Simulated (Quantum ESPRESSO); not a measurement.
**Au: equation of state with LDA**

The system is Au.

```
Au
1.0
     2.81549    0.00000    0.00000
    -0.01296    2.82018    0.00000
    -1.13789   -1.18541    4.92401
Au
2
Direct
  0.67286 0.66596 0.27405
  0.32714 0.33404 0.72594
```

This isn't the form of Au at room conditions, which is fcc.

```yaml
Program: Quantum ESPRESSO 7.5
Task: equation of state
Functional: LDA
Potentials_or_basis: GBRV 1.5 LDA
Cutoff: 612 eV
Density_cutoff: 4898 eV
k_mesh: 10 × 10 × 6
Occupations: fermi-dirac, width 0.05 eV
Spin: no spin polarisation
```

```yaml
Equilibrium_volume: "17.83 Å³/atom (rough: see the caveat)"
Bulk_modulus_at_fixed_shape_and_positions: 171 GPa (rough)
```

Energy against volume, from the lowest point:
| volume (Å³/atom) | energy (meV/atom) |
| --- | --- |
| 18.376 | 0.00 |
| 18.767 | 15.06 |
| 19.158 | 36.51 |
| 19.549 | 63.42 |
| 19.940 | 94.99 |
| 20.331 | 130.52 |
| 20.722 | 169.42 |

All runs of the series together: 4.5 min on 2 threads of Intel(R) Xeon(R) 6975P-C (Granite Rapids) (shared host).

Caveat: the minimum lies outside the volumes run; the cell was scaled at fixed shape and fractional positions, which overstates the stiffness of a crystal with free parameters, most of all of layers and chains. The run has no spin-orbit coupling, so splittings on Au are missing.
